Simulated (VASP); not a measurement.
Si: single point with LDA

The system is Si.

```
Si
1.0
     2.79886    0.00000    0.00000
    -1.39943    2.42388    0.00000
     0.00000    0.00000    4.50627
Si
2
Direct
  0.33333 0.66667 0.25000
  0.66667 0.33333 0.75000
```

The cell isn't the ideal one: strain +0.050 along x and y, +0.000 along z, atoms carried along.

| Property | Result |
| --- | --- |
| Program | VASP 6.6.1 |
| Task | single point |
| Functional | LDA |
| Potentials or basis | VASP PAW LDA potentials, release 64 (Si) |
| Cutoff | 520 eV |
| k mesh | 21 × 21 × 10 |
| Occupations | gaussian, width 0.15 eV |
| Spin | no spin polarisation |
| Dipole correction | no |
| Further INCAR settings | ALGO = Normal; EDIFF = 1e-07; NBANDS = 11 |

| Property | Result |
| --- | --- |
| Pressure | -7.7 GPa |
| Band gap on the k mesh | none (metal or under the smearing width) |

Stress tensor (GPa, compression positive):
```
-8.28  0.00  0.00
 0.00 -8.28  0.00
 0.00  0.00 -6.47
```

Levels at points of the mesh, in eV from the Fermi level:
| k point | band 1 | band 2 | band 3 | band 4 | band 5 | band 6 | band 7 | band 8 | band 9 |
| --- | --- | --- | --- | --- | --- | --- | --- | --- | --- |
| (0.00, 0.00, 0.00) | -13.86 | -7.21 | -6.45 | 7.40 | 7.40 | 9.03 | 9.03 | 10.79 | 11.55 |
| (0.00, 0.00, 0.50) | -12.09 | -12.09 | 1.56 | 1.56 | 8.69 | 8.69 | 8.69 | 8.69 | 11.24 |

It took 100 s on 1 thread of AMD EPYC 7R43 64-Core Processor (Zen 3) (shared host), peak memory 0.15 GiB.
